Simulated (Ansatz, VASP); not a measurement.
**C: VASP beside Ansatz**

The input INCAR:

```
  PREC = Accurate
  ENCUT = 600
  EDIFF = 1E-7
  ISMEAR = -1
  SIGMA = 0.15
  LREAL = F
  LASPH = T
  NELM = 100
  ALGO = Normal
  ISIF = 3
  LWAVE = F
  LCHARG = F
  GGA = PE
  IVDW = 12
  IBRION = 2
  NSW = 80
  EDIFFG = -0.001
```

Contents of KPOINTS:

```
Automatic mesh
0
Gamma
  21 21 6
```

POSCAR

```
C
1.0
    2.4649634496      0.0000000000      0.0000000000
   -1.2324817248      2.1347209668      0.0000000000
    0.0000000000      0.0000000000      6.7405394105
C
4
Direct
    0.0000000000      0.0000000000      0.0025000117
    0.0000000000      0.0000000000      0.5025000117
    0.3333333333      0.6666666667      0.0024999883
    0.6666666667      0.3333333333      0.5024999883
```

Input for Ansatz:

```yaml
crystal:
  lattice:
    - [2.4649634496, 0.0, 0.0]
    - [-1.2324817248, 2.1347209668, 0.0]
    - [0.0, 0.0, 6.7405394105]
  atoms:
    - { symbol: C, position: [0.0, 0.0, 0.0025000117] }
    - { symbol: C, position: [0.0, 0.0, 0.5025000117] }
    - { symbol: C, position: [0.3333333333, 0.6666666667, 0.0024999883] }
    - { symbol: C, position: [0.6666666667, 0.3333333333, 0.5024999883] }
basis:
  ecutwfc: 420
kpoints:
  mp_grid: { grid: [21, 21, 6] }
hamiltonian:
  xc: pbe
  dispersion: d3bj
scf:
  occupations: { method: fermi_dirac, width: 0.15 }
output:
  forces: true
  stress: true
  eigenvalues: true
relax:
  adjacent_minimum: "off"
  f_tol: 0.001
  max_steps: 60
  cell: { stress_tol: 0.01 }
```

Alike in both runs: task relaxation of cell and atoms; functional PBE; dispersion D3(BJ); k mesh 21 × 21 × 6; occupations fermi-dirac, width 0.15 eV; no spin polarisation.

|  | VASP | Ansatz |
| --- | --- | --- |
| version | VASP 6.6.1 | Ansatz 0.2.0 |
| potentials or method | VASP PAW PBE potentials, release 64 (C) | scalar-relativistic, plane waves, PAW |
| plane-wave cutoff (eV) | 600 | 420 |
| valence electrons in the cell | 16 | 16 |

```tsv
	VASP	Ansatz	Ansatz less VASP
gap on the k mesh at the Fermi level, each at its own relaxed structure (eV)	none	none	-
relaxed volume (Å³/atom)	8.78	8.87	+0.081
relaxed cell length with the largest relative difference (Å)	6.676	6.739	+0.0629
```

A gap of «none» marks a metal or a gap that the smearing closes.
